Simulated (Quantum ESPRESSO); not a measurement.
Quantum ESPRESSO 7.5, DFT, PBE, plane waves, PseudoDojo 0.5 standard norm-conserving PBE (local tails restored to the Coulomb form): rock-salt MgO, 2 atoms. Basis and mesh were picked for this test and aren't claimed converged.

| Item | Value |
|---|---|
| cell | 2.98, 2.98, 2.98 Å; 60, 60, 60° |
| task | phonons by DFPT |
| k mesh | 10×10×10 |
| ecutwfc | 84 Ry |
| ecutrho | 336 Ry |
| occupations | fixed |
| conv_thr | 1e-12 Ry |
| tprnfor | true |
| tstress | false |
| tr2_ph | 1e-14 |
| q | [0.25, 0, 0] 2π/alat, Cartesian |
| k-points computed | 360 |
| bands | 8 |
| electrons | 16 |
| G-vectors of the density | 13323 |
| FFT grid | 36×36×36 |
| symmetry operations | 48 |

Hardware: AMD EPYC (Zen 5), 96 cores on 1 socket, no SMT, 12 L3 cache groups; 94 cores' worth of CPU time may be used.

Wall times, medians of two to five repeats, each run alone on the node (launch to exit). Unless noted, each process is bound to its own block of adjacent cores. The times hold for this build (conda-forge: Open MPI 5.0, OpenMP, OpenBLAS 0.3.34 (pthreads), FFTW, ScaLAPACK, ELPA). Scratch files lie in a memory file system. A preparatory run goes ahead and isn't timed.

Measured:

| cores | layout | wall time |
|---|---|---|
| 8 | 8 ranks, -nk 8 | 27.9 s |
| 16 | 16 ranks, -nk 16 | 15.3 s |
| 32 | 32 ranks, -nk 16 | 10.7 s |
| 48 | 48 ranks, -nk 24 | 8.60 s |

Fit T(p) = s + w/p to these times and predict the runs with 24 ranks, -nk 24 and with 64 ranks, -nk 16. How well does the fit hold?

A fit of relative deviations gives s = 4.90 s and w = 178 core-seconds; it misses the rows shown by at most 4 %.

```tsv
cores	layout	fit	measured	measured against fit
24	24 ranks, -nk 24	12.3 s	11.7 s	-5 %
64	64 ranks, -nk 16	7.68 s	8.05 s	+5 %
```

Efficiency, counted from 8 cores, stays above one half up to 48 cores and is 43 % at 64. The time no longer falls beyond 48 cores (8.6 s; the least measured is 8.0 s on 64, level within 8 % or the scatter of repeats). The largest part on 64 cores, solving the linear systems (cgsolve), takes 19 s on 8 and 5.1 s there.
